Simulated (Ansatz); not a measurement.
Tl under changes of volume

One of the cells (28.575 Å³/atom); the others are scaled copies at fixed shape and fractional positions:

```
Tl
1.0
     3.45600    0.00000    0.00000
    -1.72800    2.99298    0.00000
     0.00000    0.00000    5.52500
Tl
2
Direct
  0.66667 0.33333 0.75000
  0.33333 0.66667 0.25000
```

* Program: Ansatz 0.2.0
* Functional: PBE
* Potentials or basis: all-electron LAPW, scalar-relativistic
* Cutoff: 180 eV (chosen from the basis error)
* Basis error allowed: 0.0005 eV/atom
* k mesh: 9 × 9 × 5
* Occupations: fermi-dirac, width 0.05 eV
* Spin: no spin polarisation

```tsv
volume (Å³/atom)	energy over the lowest point (meV/atom)	pressure (GPa)
26.860	77.00	6.6
27.432	?	?
28.003	38.18	4.4
28.575	24.27	3.4
29.146	13.49	2.6
29.718	5.50	1.9
30.289	0.00	1.2
```

Task: What does the run at 27.432 Å³/atom give?

Result: Energy over the lowest point 55.62 meV/atom; pressure 5.4 GPa.

Worked out: A Birch-Murnaghan fit of order 3 (a polynomial in V^(-2/3)) to the other rows has no minimum within the range. It gives 55.60 meV/atom at 27.432 Å³/atom, against the run's 55.62, and -dE/dV = 5.4 GPa, against 5.4.

Energies are extrapolated to zero smearing.
